Q: I measure the absorption edge of a film first, because that is easy, and I would like to guess its refractive index from it. A material with a small gap should be easy to polarise. If two crystals have the same gap, may I give them the same index?

A: Gallium nitride and gallium phosphide in the table below test that rule. "Dielectric mean" is the response of the electrons alone, with the nuclei held still. Its square root is the refractive index well below the absorption edge and well above the lattice vibrations. "Direct gap" is the smallest energy that lifts an electron to an empty level without changing its wave vector.

Zincblende crystals (space group F-43m), calculated with VASP 6.6.1 using PBE, PAW datasets, a 520 eV plane-wave cutoff and no spin polarisation, in cells relaxed with r2SCAN. The dielectric mean is the electronic response at fixed nuclei, computed on the k mesh listed; the gaps come from somewhat coarser meshes.

```csv
formula,element on site A,Z A,element on site B,Z B,difference of Pauling electronegativities,volume per atom (Å³),shortest distance (Å),k mesh,dielectric mean,"band gap, PBE (eV)","direct gap, PBE (eV)"
BN,B,5,N,7,1,5.88,1.563,16×16×16,4.60,4.464,8.841
BP,B,5,P,15,0.15,11.67,1.964,12×12×12,9.21,1.238,3.402
BAs,B,5,As,33,0.14,13.68,2.071,12×12×12,9.81,1.180,3.271
AlN,Al,13,N,7,1.43,10.43,1.892,12×12×12,4.58,3.317,4.185
GaN,Ga,31,N,7,1.23,11.38,1.948,12×12×12,5.90,1.764,1.764
GaP,Ga,31,P,15,0.38,20.24,2.360,10×10×10,10.6,1.603,1.825
```

The two direct gaps are nearly equal, 1.76 eV in GaN and 1.83 eV in GaP. The dielectric constants are 5.90 and 10.6, which means refractive indices of about 2.4 and 3.3. So the same gap doesn't earn the same index, and the error would be far too large for the design of an optical coating.

Q: Why should the rule work at all, then?

A: Think of a thousand charged balls, each held in place by its own spring. An electric field pulls all of them aside, and the total displacement is the polarisation. Soft springs give a large response, so a crystal whose electrons are all weakly held has a large dielectric constant. That much of the rule is sound.

A gap, however, reports only the softest spring. Make one spring in the thousand thirty times softer, and the total displacement grows from 1000 to 999 + 30 = 1029 units, or by 3 percent. The picture has its bounds: in a crystal the states next to the softest one are soft too, and transitions differ in strength. It still shows why an edge and a sum can go separate ways.

Q: How do I turn the springs into a formula?

A: Give every valence electron the same spring, with an excitation energy $E_P$, the average gap. The displacement in a field is proportional to $1/E_P^2$, and the polarisation is that displacement times the electron charge and the number of electrons per volume. This gives the Penn relation

$$\varepsilon = 1 + \left(\frac{\hbar\omega_p}{E_P}\right)^2 .$$

Here $\varepsilon$ is the dielectric constant, and $\hbar\omega_p$ is the plasma energy, which grows as the square root of the electron density. With four s and p electrons per atom on average, the volume per atom fixes it. The mistake lies in the next step, when the band gap is put in the place of $E_P$.

Q: How would I notice that mistake if I had only the numbers?

A: Run the relation backwards. For each crystal, ask which average gap its dielectric constant demands, and divide that by the direct gap. If the direct gap were a fair stand-in, the ratio would be about the same everywhere. It runs from 1.8 in BN to 5.6 in GaN.

The gallium pair gives a sharper sign, because the order of the two values is enough to decide. GaN has the slightly smaller direct gap and 1.8 times the electron density of GaP. Both should make its dielectric constant the larger one, yet it is the smaller. Any rule in which the average gap rises with the direct gap must therefore put these two crystals in the wrong order.

Q: My absorption edge may be indirect. Does the ordinary band gap do better?

A: It does better in most rows, but it fails for the same pair. I let the average gap be a constant plus a multiple of the band gap and fitted this to all six crystals. Four of them come out within about a quarter of the calculated dielectric constant. GaN, however, gets 8.1 and GaP 5.5, which is again the wrong order. The band gap of GaN is only a tenth larger than that of GaP, while the average gap has to be nearly twice as large.

Q: PBE is known to give gaps that are too small. Isn't that the whole trouble?

A: It is a real fault, and it matters when you compare these gaps with your film. The dielectric constants suffer too and tend to come out somewhat too large. As for the gaps, the error is larger in GaN than in GaP. The missing part of a gap tends to be larger where the electrons screen weakly, and the gallium 3d levels, which PBE places too high, push the top of the valence band up as well. In measurements the direct gap of cubic GaN is roughly a sixth larger than that of GaP, so their near equality in the table is partly a product of PBE. That doesn't rescue the rule: with its denser electrons, GaN would need a direct gap about a third larger than GaP's before the relation made the two dielectric constants even equal. Besides, the dielectric constants in the table come from the same PBE electrons as the gaps. The relation fails between two results of one calculation, so the fault lies in using an edge as an average.

Q: Can you show me the soft spring in GaN?

A: The calculated levels show it. At the zone centre, where the direct gap lies, there is a single empty level 1.76 eV above the valence top, and the next ones lie 10.3 eV above that same top. One mesh step away from the centre, the smallest vertical excitation has already grown to 2.7 eV. At the end of that line, on the zone boundary, it is 5.7 eV. The low edge belongs to one lone band in a small part of the zone.

BP makes a useful contrast. Its direct gap is larger, 3.40 eV, but three empty levels meet there instead of one. At the end of the same line its smallest excitation is 5.5 eV, much as in GaN, yet its next two empty levels lie only about 1 eV higher, whereas in GaN the next one is already about 4 eV higher. BP thus offers its electrons more low-lying places to go, which fits its larger dielectric constant of 9.21.

Q: If the gap is a poor guide, what sets the average?

A: In the usual picture, the bond does. When two atoms share electrons, their orbitals combine into a filled bonding level and an empty antibonding level. A short bond means strong overlap and a wide split between the two. If one atom also attracts electrons more strongly, the filled level sits mainly on that atom, and moving charge back to the other costs extra energy. Short, polar bonds are therefore stiff springs.

For two levels, the covalent and the polar contributions add as squares. As a rough scaling, I let the covalent split fall as the inverse of the bond length to the power 2.5, and wrote

$$E_P^2 = \frac{A}{d^5} + B\,(\Delta\chi)^2 ,$$

where $d$ is the shortest distance in Å and $\Delta\chi$ the difference of Pauling electronegativities. The constants $A = 1791$ and $B = 31.25$, for energies in eV, were fitted to all six rows. They are working numbers for this set and no properties of an atom.

Q: Please work it through for GaN.

A: The bond length is 1.948 Å, and its fifth power is 28.05. The first term, 1791/28.05, is about 64 and the second, 31.25 × 1.23², about 47, both in eV². Their sum is about 111, so the average gap is 10.5 eV. With the plasma energy of 22.0 eV, the dielectric constant is 1 + (22.0/10.5)² = 5.4.

The full calculation gives 5.90, so the estimate is about 9 percent low. GaN was one of the fitted rows, which makes this a check of consistency and no forecast. Had I put in the direct gap itself, the result would have been 1 + (22.0/1.76)², or about 157.

Q: How far may I trust the bond formula?

A: Within these six crystals its largest error is 13 percent of the dielectric constant, in BN. The fit with the direct gap, which also has two constants, misses GaN by 89 percent. Two constants for six rows are a thin basis, though: when each crystal is predicted from the other five, the typical error of the fitted quantity grows by about two thirds. The printed output below gives all three fits.

BN has the shortest bond, and the formula makes it too easy to polarise. My guess is that a given electronegativity difference holds charge more firmly when the atoms are closer together, which the second term ignores. I haven't tested that.

Q: What should I look at, then, when I swap one element for another?

A: Ask first what happens to the bond, and only then look at the gap. From BP to BAs the polarity hardly changes and the bond gets longer. The electrons are spread more thinly, which lowers the response, but the softening of the springs outweighs that, and the dielectric constant rises from 9.21 to 9.81. From GaP to GaN the bond becomes much shorter and more polar. The springs stiffen so much that the response falls, although the electrons are packed more densely.

From AlN to GaN the direct gap drops by more than half, which looks dramatic in an absorption spectrum. The bond is only slightly longer and somewhat less polar, and the dielectric constant rises moderately, from 4.58 to 5.90. The bond formula gives less than half of this rise, so bond length and polarity aren't the whole story here. The low edge of GaN may well add its share. These values belong to the cubic crystals, whereas the stable form of both nitrides is wurtzite. For your film, the absorption edge tells you where transparency ends, and the refractive index needs its own measurement.

Output of the analysis:

```
fit of EP on 6 rows: constant 4.635 +/- 1.9, coefficient of direct_gap_PBE 1.293 +/- 0.41; rms 1.95, worst GaN -3.03, leave-one-out rms 2.6
fit of EP on 6 rows: constant 3.309 +/- 1.4, coefficient of band_gap_PBE 2.806 +/- 0.53; rms 1.29, worst GaP 2.48, leave-one-out rms 1.7
fit of y on 6 rows: constant 1791 +/- 160, coefficient of ion 31.25 +/- 5.9; rms 231, worst BN -348, leave-one-out rms 385
Penn relation:
  row  plasma energy eV  average gap eV  average over direct gap  eps from direct gap itself  eps direct gap fit  eps fundamental gap fit  eps bond fit
   BN             30.63           16.14                    1.826                          13               4.634                    4.741         5.201
   BP             21.74           7.587                     2.23                       41.84               6.791                    11.27         8.622
  BAs             20.08           6.765                    2.068                       38.68               6.131                     10.2         9.464
  AlN                23           12.15                    2.904                       31.19                6.24                    4.322         4.838
  GaN             22.01           9.945                    5.638                       156.8               11.13                    8.106         5.361
  GaP             16.51           5.328                    2.919                       82.82                6.57                    5.471          10.4
GaN over GaP, valence electron density ratio: 1.779
GaN over GaP, eps minus 1, calculated ratio: 0.5104
GaN over GaP, eps minus 1, ratio from direct gaps: 1.904
GaN over GaP, eps minus 1, ratio from fundamental gaps: 1.469
GaN over GaP, average gap ratio: 1.867
BN over AlN, valence electron density ratio: 1.774
GaN vertical gap one mesh step from Gamma, eV: 2.724
GaN vertical gap at the end of that line, eV: 5.656
GaN second empty level at Gamma above valence top, eV: 10.34
BP vertical gap at the end of the same line, eV: 5.546
largest miss of eps, direct gap fit, percent: 88.71
largest miss of eps, fundamental gap fit, percent: 48.39
largest miss of eps, bond fit, percent: 13.06
```
